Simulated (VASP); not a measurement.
Consider the following.

```
CELL_PARAMETERS angstrom
      0.00000     2.36821     2.36821
      2.36821     0.00000     2.36821
      2.36821     2.36821     0.00000
ATOMIC_POSITIONS crystal
  In 0.00000 0.00000 0.00000
  N  0.25000 0.25000 0.25000
```

The numbers are results of PBEsol GGA, VASP's PBE PAW potentials (set 64) (plane waves; VASP), not measurements. Settings: 620 eV cut-off, 13×13×13 Γ-centred mesh, first-order Methfessel-Paxton smearing of 0.10 eV, potentials In_d N.

Energy and stress use the plane-wave basis of the starting cell.

Q: The ions, cell shape and volume at an external pressure of 45.0 GPa are relaxed. Give the cell that the relaxation ends in.

A: 
```
CELL_PARAMETERS angstrom
      0.00000     2.32777     2.32777
      2.32777     0.00000     2.32777
      2.32777     2.32777     0.00000
ATOMIC_POSITIONS crystal
  In 0.00000 0.00000 0.00000
  N  0.25000 0.25000 0.25000
```
Space group F-43m (216), at a tolerance of 0.03 Å.

Q: How do energy and volume change from the first to the last step?

A: The energy (σ→0) changes by +154.8 meV/atom and the volume by -5.0 %, in 4 ionic steps.

The structure was generated: InN was put into the zinc blende type (F-43m), which need not be its known phase. This run relaxes it under an external pressure of 45 GPa. Symmetry was kept, so distortions that lower it aren't found.
